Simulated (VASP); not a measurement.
# ZrB2 (P6/mmm) in VASP: a series of runs

One crystal, ZrB2, is run at these levels: r2SCAN; tasks: equation of state.

Everything below comes from runs of VASP 6.6.1. Logs are shortened: lines on timing, memory, paths and dates and some standing lists are left out, and cuts for length are marked.

### 1 Starting point

Symmetry: P6/mmm, No. 191, hexagonal system. The conventional cell has a = 3.169 Å, b = 3.169 Å, c = 3.548 Å, α = 90.00°, β = 90.00°, γ = 120.00°. Around Zr (site symmetry 6/mmm) lie 12 B at 2.55 Å. B (site symmetry -6m2) has 3 B at 1.83 Å as nearest neighbours.

### 2 Equation of state, r2SCAN, 9.87 Å³/atom (a relaxed cell with its volume scaled by 0.96)

Contents of INCAR:

```
PREC = Accurate
ENCUT = 520
EDIFF = 1E-7
ISMEAR = -1
SIGMA = 0.05
LREAL = F
LASPH = T
NELM = 60
ALGO = Normal
ISIF = 2
LWAVE = F
LCHARG = F
METAGGA = R2SCAN
LMIXTAU = T
```

Contents of KPOINTS:

```
Automatic mesh
0
Gamma
  8 8 8
```

Contents of POSCAR:

```
ZrB2                                    
1.0
    3.1259923854      0.0000000000     -0.0000000000
   -1.5629961927      2.7071888178      0.0000000000
   -0.0000000000     -0.0000000000      3.4998624235
  Zr              B             
     1     2
Direct
     1.0000000000000000    0.0000000000000000    0.0000000000000000
     0.6666666667000030    0.3333333332999970    0.5000000000000000
     0.3333333332999970    0.6666666667000030    0.5000000000000000
```

Potentials or basis: VASP PAW PBE potentials, release 64 (Zr_sv, B).

On the command line:

```sh
> cat potpaw_PBE.64/Zr_sv/POTCAR potpaw_PBE.64/B/POTCAR > POTCAR
> mpirun -np 1 vasp_std > vasp.out
```

OUTCAR:

```text
PREC = Accurate
   ENCUT = 520
   EDIFF = 1E-7
   ISMEAR = -1
   LREAL = F
   LASPH = T
   NELM = 60
   ISIF = 2
   METAGGA = R2SCAN

 ion  position               nearest neighbor table
   1  0.000  0.000  0.000-   2 2.51   3 2.51   2 2.51   3 2.51   2 2.51   2 2.51   3 2.51   3 2.51
                             2 2.51   2 2.51   3 2.51   3 2.51
   2  0.667  0.333  0.500-   3 1.80   3 1.80   3 1.80   1 2.51   1 2.51   1 2.51   1 2.51   1 2.51
                             1 2.51
   3  0.333  0.667  0.500-   2 1.80   2 1.80   2 1.80   1 2.51   1 2.51   1 2.51   1 2.51   1 2.51
                             1 2.51

  LATTYP: Found a hexagonal cell.
 ALAT       =     3.1259923854
 C/A-ratio  =     1.1196004315

  Lattice vectors:

 A1 = (   3.1259923854,   0.0000000000,   0.0000000000)
 A2 = (  -1.5629961927,   2.7071888178,   0.0000000000)
 A3 = (   0.0000000000,   0.0000000000,   3.4998624235)

Analysis of symmetry for initial positions (statically):
=====================================================================
 Subroutine PRICEL returns:
 Original cell was already a primitive cell.

 Routine SETGRP: Setting up the symmetry group for a
 hexagonal supercell.

 Subroutine GETGRP returns: Found 24 space group operations
 (whereof 24 operations were pure point group operations)
 out of a pool of 24 trial point group operations.

The static configuration has the point symmetry D_6h.

Analysis of symmetry for dynamics (positions and initial velocities):
=====================================================================
 Subroutine PRICEL returns:
 Original cell was already a primitive cell.

 Routine SETGRP: Setting up the symmetry group for a
 hexagonal supercell.

 Subroutine GETGRP returns: Found 24 space group operations
 (whereof 24 operations were pure point group operations)
 out of a pool of 24 trial point group operations.

The dynamic configuration has the point symmetry D_6h.

 Subroutine INISYM returns: Found 24 space group operations
 (whereof 24 operations are pure point group operations),
 and found     1 'primitive' translations

----------------------------------------------------------------------------------------

                                     Primitive cell

  volume of cell :      29.6181

  direct lattice vectors                    reciprocal lattice vectors
     3.125992385  0.000000000  0.000000000     0.319898412  0.184693434  0.000000000
    -1.562996193  2.707188818  0.000000000     0.000000000  0.369386869  0.000000000
     0.000000000  0.000000000  3.499862424     0.000000000  0.000000000  0.285725517

  length of vectors
     3.125992385  3.125992385  3.499862424     0.369386869  0.369386869  0.285725517

  position of ions in fractional coordinates (direct lattice)
     0.000000000  0.000000000  0.000000000
     0.666666667  0.333333333  0.500000000
     0.333333333  0.666666667  0.500000000

  ion indices of the primitive-cell ions
   primitive index   ion index
                 1           1
                 2           2
                 3           3

----------------------------------------------------------------------------------------

 KPOINTS: Automatic mesh

Automatic generation of k-mesh.
 Grid dimensions read from file:
 generate k-points for:    8    8    8

 Generating k-lattice:

  Cartesian coordinates                     Fractional coordinates (reciprocal lattice)
     0.039987301  0.023086679  0.000000000     0.125000000  0.000000000  0.000000000
     0.000000000  0.046173359  0.000000000     0.000000000  0.125000000  0.000000000
     0.000000000  0.000000000  0.035715690     0.000000000  0.000000000  0.125000000

  Length of vectors
     0.046173359  0.046173359  0.035715690

  Shift w.r.t. Gamma in fractional coordinates (k-lattice)
     0.000000000  0.000000000  0.000000000

 Subroutine IBZKPT returns following result:
 ===========================================

 Found     50 irreducible k-points:

 Following reciprocal coordinates:
            Coordinates               Weight
  0.000000  0.000000  0.000000      1.000000
  0.125000  0.000000  0.000000      6.000000
  0.250000  0.000000  0.000000      6.000000
  0.375000 -0.000000  0.000000      6.000000
  0.500000  0.000000  0.000000      3.000000
  0.125000  0.125000  0.000000      6.000000
[... 16 lines left out ...]
  0.250000  0.000000  0.250000     12.000000
  0.375000 -0.000000  0.250000     12.000000
 [... further k-points ...]
   k-points           NKPTS =     50   k-points in BZ     NKDIM =     50   number of bands    NBANDS=     13
   number of dos      NEDOS =    301   number of ions     NIONS =      3
   total plane-waves  NPLWV =  16128
   dimension x,y,z NGX =    24 NGY =   24 NGZ =   28
   dimension x,y,z NGXF=    48 NGYF=   48 NGZF=   56
   ions per type =               1   2
   NGX,Y,Z   is equivalent  to a cutoff of  12.76, 12.76, 13.30 a.u.
   NGXF,Y,Z  is equivalent  to a cutoff of  25.53, 25.53, 26.60 a.u.
 SYSTEM =  unknown system
   PREC   = accura    normal or accurate (medium, high low for compatibility)
   ISTART =      0    job   : 0-new  1-cont  2-samecut
   ICHARG =      2    charge: 1-file 2-atom 10-const
   ISPIN  =      1    spin polarized calculation?
   LNONCOLLINEAR =      F non collinear calculations
   LSORBIT =      F    spin-orbit coupling
   LASPH  =      T    aspherical Exc in radial PAW
   ENCUT  =  520.0 eV  38.22 Ry    6.18 a.u.   5.81  5.81  6.51*2*pi/ulx,y,z
   NELM   =     60;   NELMIN=  2; NELMDL= -5     # of ELM steps
   EDIFF  = 0.1E-06   stopping-criterion for ELM
   LREAL  =      F    real-space projection
   EDIFFG = 0.1E-05   stopping-criterion for IOM
   NSW    =      0    number of steps for IOM
   IBRION =     -1    ionic relax: 0-MD 1-quasi-New 2-CG
   NFREE  =      0    steps in history (QN), initial steepest desc. (CG)
   ISIF   =      2    stress and relaxation
   ISYM   =      2    0-nonsym 1-usesym 2-fastsym
   POTIM  = 0.5000    time-step for ionic-motion
   TEBEG  =    0.0;   TEEND  =   0.0 temperature during run
   PSTRESS=    0.0 pullay stress
   NELECT =      18.0000    total number of electrons
   NUPDOWN=      -1.0000    fix difference up-down
   EMIN   =  10.00;   EMAX   =-10.00  energy-range for DOS
   EFERMI =   0.00;   METHOD = LEGACY
   ISMEAR =    -1;   SIGMA  =   0.05  broadening in eV -4-tet -1-fermi 0-gaus
   EFERMI_NEDOS =   21; number of points for ismear=-14 and -15
   IALGO  =     38    algorithm
   IMIX   =      4    mixing-type and parameters
     AMIX     =   0.40;   BMIX     =  1.00
     AMIX_MAG =   1.60;   BMIX_MAG =  1.00
  volume/ion in A,a.u.               =       9.87        66.62
  Fermi-wavevector in a.u.,A,eV,Ry     =   1.386692  2.620467 26.162824  1.922913
  Thomas-Fermi vector in A             =   2.510983
   LORBIT       =      0    0 simple, 1 ext, 2 COOP (PROOUT), +10 PAW based schemes
   METAGGA = R2SCAN    functional components
   LHFCALC =     F    Hartree Fock is set to
   AEXX    =    0.0000 exact exchange contribution
   IVDW    =     0    specifies the selected vdW correction
   LEPSILON=     F    determine dielectric tensor
   LRPA    =     F    only Hartree local field effects (RPA)
 non-spin polarized calculation
  energy-cutoff  :      520.00
  volume of cell :       29.62
 maximum number of plane-waves:       818
 NGX is ok and might be reduce to    24
   NGX = 11   NGY = 11   NGZ = 13

 number of electron      18.0000000 magnetization

 Free energy of the ion-electron system (eV)
  ---------------------------------------------------
  ext. energy  EPLUGINS =         0.00000000
  ---------------------------------------------------
  free energy    TOTEN  =       -40.59380926 eV

  energy without entropy =      -40.59112076  energy(sigma->0) =      -40.59246501

 E-fermi :  11.0223     XC(G=0): -13.5725

 val. band max:       10.9051240889   @ k =   0.1250   0.0000   0.3750
 cond. band min:      11.0237225742   @ k =   0.1250   0.1250   0.2500
 fundamental gap:      0.1185984853
 Fermi energy:        11.0222734246

 k-point     1 :       0.0000    0.0000    0.0000
  band No.  band energies     occupation
      1     -39.2193      2.00000
      2     -16.7466      2.00000
      3     -16.0930      2.00000
      4     -16.0930      2.00000
      5      -2.7677      2.00000
      6       8.2296      2.00000
      7       8.2296      2.00000
      8       8.2907      2.00000
      9       8.4331      2.00000
     10      14.8560      0.00000
     11      14.8560      0.00000
     12      15.6609      0.00000
     13      15.6609      0.00000

 k-point     2 :       0.1250    0.0000    0.0000
  band No.  band energies     occupation
      1     -39.1979      2.00000
      2     -16.7153      2.00000
      3     -16.2714      2.00000
      4     -16.1309      2.00000
      5      -2.4268      2.00000
      6       7.2888      2.00000
      7       8.0901      2.00000
      8       8.2213      2.00000
      9       8.5988      2.00000
     10      14.1588      0.00000
     11      14.6415      0.00000
     12      14.8241      0.00000
     13      15.2879      0.00000

 k-point     3 :       0.2500    0.0000    0.0000
  band No.  band energies     occupation
      1     -39.1456      2.00000
      2     -16.6818      2.00000
      3     -16.6389      2.00000
      4     -16.2211      2.00000
      5      -1.4892      2.00000
      6       5.4283      2.00000
      7       7.4371      2.00000
      8       8.0842      2.00000
      9       8.9235      2.00000
     10      13.4002      0.00000
     11      14.1769      0.00000
     12      14.8765      0.00000
     13      14.9953      0.00000

 k-point     4 :       0.3750   -0.0000    0.0000
  band No.  band energies     occupation
      1     -39.0927      2.00000
      2     -17.0679      2.00000
      3     -16.5612      2.00000
      4     -16.3095      2.00000
      5      -0.1207      2.00000
      6       3.4643      2.00000
      7       6.9304      2.00000
      8       7.8395      2.00000
      9       8.4710      2.00000
     10      13.7695      0.00000
     11      13.8697      0.00000
     12      14.8445      0.00000
     13      15.8430      0.00000

 k-point     5 :       0.5000    0.0000    0.0000
  band No.  band energies     occupation
      1     -39.0706      2.00000
      2     -17.2217      2.00000
      3     -16.5287      2.00000
      4     -16.3456      2.00000
      5       1.3381      2.00000
      6       1.8082      2.00000
      7       6.7488      2.00000
      8       7.7217      2.00000
      9       8.1618      2.00000
     10      13.4042      0.00000
     11      13.6139      0.00000
     12      16.5013      0.00000
     13      16.5888      0.00000
[... 257 lines left out ...]
 k-point    22 :       0.1250    0.0000    0.2500
  band No.  band energies     occupation
      1     -39.1861      2.00000
      2     -16.9335      2.00000
      3     -16.2507      2.00000
      4     -16.1143      2.00000
      5      -1.5877      2.00000
      6       5.6502      2.00000
      7       7.6881      2.00000
      8       8.4634      2.00000
      9      10.5523      1.99983
     10      12.4758      0.00000
     11      12.4952      0.00000
     12      14.6969      0.00000
     13      15.0161      0.00000

 k-point    23 :       0.2500    0.0000    0.2500
  band No.  band energies     occupation
      1     -39.1342      2.00000
      2     -16.8421      2.00000
      3     -16.6487      2.00000
      4     -16.2017      2.00000
      5      -0.9024      2.00000
      6       5.1714      2.00000
      7       6.7530      2.00000
      8       7.6495      2.00000
      9       9.3743      2.00000
     10      12.5396      0.00000
     11      13.3647      0.00000
     12      16.3162      0.00000
     13      16.5369      0.00000

 k-point    24 :       0.3750   -0.0000    0.2500
  band No.  band energies     occupation
      1     -39.0818      2.00000
      2     -17.0309      2.00000
      3     -16.7424      2.00000
      4     -16.2874      2.00000
      5       0.0689      2.00000
      6       3.3507      2.00000
      7       6.9893      2.00000
      8       7.3997      2.00000
      9       8.3466      2.00000
     10      12.8918      0.00000
     11      14.8083      0.00000
     12      16.5868      0.00000
     13      16.7052      0.00000

 [... further k-points ...]

------------------------ aborting loop because EDIFF is reached ----------------------------------------

  FORCE on cell =-STRESS in cart. coord.  units (eV):
  Direction    XX          YY          ZZ          XY          YZ          ZX
  --------------------------------------------------------------------------------------
  -------------------------------------------------------------------------------------
  Total        2.0721359      2.0721359      1.8688659      0.0000000     -0.0000000      0.0000000
  in kB      112.0911666    112.0911666    101.0953765      0.0000000     -0.0000000      0.0000000
  external PRESSURE =     108.4259032 kB  Pullay stress =       0.0000000 kB

 VOLUME and BASIS-vectors are now :
 -----------------------------------------------------------------------------
  energy-cutoff  :      520.00
  volume of cell :       29.62
      direct lattice vectors                 reciprocal lattice vectors
     3.125992385  0.000000000  0.000000000     0.319898412  0.184693434  0.000000000
    -1.562996193  2.707188818  0.000000000     0.000000000  0.369386869  0.000000000
     0.000000000  0.000000000  3.499862424     0.000000000  0.000000000  0.285725517

 POSITION                                       TOTAL-FORCE (eV/Angst)
 -----------------------------------------------------------------------------------
      0.00000      0.00000      0.00000         0.000000      0.000000      0.000000
      1.56300      0.90240      1.74993        -0.000000      0.000000      0.000000
     -0.00000      1.80479      1.74993         0.000000     -0.000000     -0.000000
 -----------------------------------------------------------------------------------
    total drift:                               -0.000000      0.000000     -0.000000

  FREE ENERGIE OF THE ION-ELECTRON SYSTEM (eV)
  ---------------------------------------------------
  free  energy   TOTEN  =       -40.5938092561 eV

  energy  without entropy=      -40.5911207572  energy(sigma->0) =      -40.59246501
```

Wall time 53 s (1 thread of Intel Xeon Platinum 8488C (Sapphire Rapids), shared host); peak memory 0.15 GiB.

Results:

```yaml
Free_energy: -40.5938 eV
Pressure: 10.8 GPa
Band_gap_on_the_k_mesh: none (metal or under the smearing width)
```

Caveat: the PAW data sets were made with another functional, which shifts forces and pressure a little.

### 3 Equation of state, r2SCAN, 10.08 Å³/atom (a relaxed cell with its volume scaled by 0.98)

INCAR is that of step 2.

KPOINTS is that of step 2.

Contents of POSCAR:

```
ZrB2                                    
1.0
    3.1475516349      0.0000000000     -0.0000000000
   -1.5737758174      2.7258596755      0.0000000000
   -0.0000000000     -0.0000000000      3.5240001685
  Zr              B             
     1     2
Direct
     1.0000000000000000    0.0000000000000000    0.0000000000000000
     0.6666666667000030    0.3333333332999970    0.5000000000000000
     0.3333333332999970    0.6666666667000030    0.5000000000000000
```

Potentials or basis: VASP PAW PBE potentials, release 64 (Zr_sv, B).

On the command line:

```sh
> cat potpaw_PBE.64/Zr_sv/POTCAR potpaw_PBE.64/B/POTCAR > POTCAR
> mpirun -np 1 vasp_std > vasp.out
```

It took 56 s on 1 thread of Intel Xeon Platinum 8488C (Sapphire Rapids), shared host; peak memory 0.16 GiB.

The run converged. Its results:

```yaml
Free_energy: -40.6248 eV
Pressure: 5.2 GPa
Band_gap_on_the_k_mesh: none (metal or under the smearing width)
```

Caveat: the PAW data sets were made with another functional, which shifts forces and pressure a little.

### 4 Equation of state, r2SCAN, 10.28 Å³/atom

INCAR is that of step 3.

KPOINTS is that of step 3.

Contents of POSCAR:

```
ZrB2                                    
1.0
    3.1688195208      0.0000000000     -0.0000000000
   -1.5844097604      2.7442782050      0.0000000000
   -0.0000000000     -0.0000000000      3.5478117027
  Zr              B             
     1     2
Direct
     1.0000000000000000    0.0000000000000000    0.0000000000000000
     0.6666666667000030    0.3333333332999970    0.5000000000000000
     0.3333333332999970    0.6666666667000030    0.5000000000000000
```

On the command line:

```sh
> cat potpaw_PBE.64/Zr_sv/POTCAR potpaw_PBE.64/B/POTCAR > POTCAR
> mpirun -np 1 vasp_std > vasp.out
```

Wall time 53 s (1 thread of Intel Xeon Platinum 8488C (Sapphire Rapids), shared host); peak memory 0.15 GiB.

It converged, with:

| Property | Result |
| --- | --- |
| Free energy | -40.6351 eV |
| Pressure | 0.1 GPa |
| Band gap on the k mesh | none (metal or under the smearing width) |

Caveat: the PAW data sets were made with another functional, which shifts forces and pressure a little.

### 5 Equation of state, r2SCAN, 10.49 Å³/atom (a relaxed cell with its volume scaled by 1.02)

INCAR is that of step 4.

KPOINTS is that of step 4.

Contents of POSCAR:

```
ZrB2                                    
1.0
    3.1898056921      0.0000000000     -0.0000000000
   -1.5949028461      2.7624527625      0.0000000000
   -0.0000000000     -0.0000000000      3.5713078292
  Zr              B             
     1     2
Direct
     1.0000000000000000    0.0000000000000000    0.0000000000000000
     0.6666666667000030    0.3333333332999970    0.5000000000000000
     0.3333333332999970    0.6666666667000030    0.5000000000000000
```

On the command line:

```sh
> cat potpaw_PBE.64/Zr_sv/POTCAR potpaw_PBE.64/B/POTCAR > POTCAR
> mpirun -np 1 vasp_std > vasp.out
```

Wall time 59 s (1 thread of Intel Xeon Platinum 8488C (Sapphire Rapids), shared host); peak memory 0.15 GiB.

The run converged. Its results:

```
Free energy            : -40.6265 eV
Pressure               : -4.6 GPa
Band gap on the k mesh : none (metal or under the smearing width)
```

Caveat: the PAW data sets were made with another functional, which shifts forces and pressure a little.

### 6 Equation of state, r2SCAN, 10.70 Å³/atom (a relaxed cell with its volume scaled by 1.04)

INCAR is that of step 5.

KPOINTS is that of step 5.

Contents of POSCAR:

```
ZrB2                                    
1.0
    3.2105192965      0.0000000000     -0.0000000000
   -1.6052596483      2.7803912701      0.0000000000
   -0.0000000000     -0.0000000000      3.5944987896
  Zr              B             
     1     2
Direct
     1.0000000000000000    0.0000000000000000    0.0000000000000000
     0.6666666667000030    0.3333333332999970    0.5000000000000000
     0.3333333332999970    0.6666666667000030    0.5000000000000000
```

Potentials or basis: VASP PAW PBE potentials, release 64 (Zr_sv, B).

On the command line:

```sh
> cat potpaw_PBE.64/Zr_sv/POTCAR potpaw_PBE.64/B/POTCAR > POTCAR
> mpirun -np 1 vasp_std > vasp.out
```

Wall time 60 s (1 thread of Intel Xeon Platinum 8488C (Sapphire Rapids), shared host); peak memory 0.15 GiB.

The run converged. Its results:

```yaml
Free_energy: -40.6009 eV
Pressure: -8.8 GPa
Band_gap_on_the_k_mesh: none (metal or under the smearing width)
```

Caveat: the PAW data sets were made with another functional, which shifts forces and pressure a little.

### 7 Equation of state, r2SCAN

Potentials or basis: VASP PAW PBE potentials, release 64 (Zr_sv, B).

This step only gathers the single runs of the series.

Results:

| Property | Result |
| --- | --- |
| Equilibrium volume | 10.29 Å³/atom |
| Bulk modulus at fixed shape and positions | 243 GPa |
| Pressure derivative of the bulk modulus | 3.9 (rough: it moves with the points fitted) |

Energy against volume, from the lowest point:
| volume (Å³/atom) | energy (meV/atom) |
| --- | --- |
| 9.873 | 13.75 |
| 10.078 | 3.42 |
| 10.284 | 0.00 |
| 10.490 | 2.85 |
| 10.695 | 11.39 |

Caveat: the cell was scaled at fixed shape and fractional positions, which overstates the stiffness of a crystal with free parameters, most of all of layers and chains; the PAW data sets were made with another functional, which shifts forces and pressure a little.
